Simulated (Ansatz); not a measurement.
Relaxed bulk BAs:

```cif
data_structure
_symmetry_space_group_name_H-M 'P 1'
_symmetry_Int_Tables_number 1
_cell_length_a 3.4004
_cell_length_b 3.4004
_cell_length_c 3.4004
_cell_angle_alpha 60.000
_cell_angle_beta 60.000
_cell_angle_gamma 60.000
_cell_volume 27.80
loop_
_atom_site_label
_atom_site_type_symbol
_atom_site_fract_x
_atom_site_fract_y
_atom_site_fract_z
_atom_site_occupancy
B1 B 0.00000 0.00000 0.00000 1
As1 As 0.75000 0.75000 0.75000 1
```

Miller indices refer to the conventional cell of F-43m (No. 216), a = 4.809 Å, b = 4.809 Å, c = 4.809 Å, α = 90.00°, β = 90.00°, γ = 90.00°. The bulk's gap is 1.20 eV.

These are results of DFT PBE, scalar-relativistic, plane waves, PAW (Ansatz), not measurements. Cutoff 420 eV, Gaussian smearing of 0.05 eV, no spin polarisation. A dipole correction acts along the normal.

This cut of an insulator is polar or leaves open shells, so the slab is metallic here; real surfaces compensate by reconstruction or adsorbates.

A relaxed slab with low-index faces, about a nanometre thick, has these properties:

```yaml
Surface_energy_mean_of_both_faces: 2.03 J/m²
Gap_of_the_slab_on_the_mesh: none (metal or semimetal)
Work_function: 4.24 eV (top), 5.47 eV (bottom)
Dipole_of_the_slab_along_+c_per_cell: 0.07 e·Å
```

Q: Which low-index plane was cut, and which atoms end it?

A: The (111) plane, with B in the top plane and As in the bottom one as cut, before relaxation. The planes from bottom to top: As, B, As, B, As, B, As, B.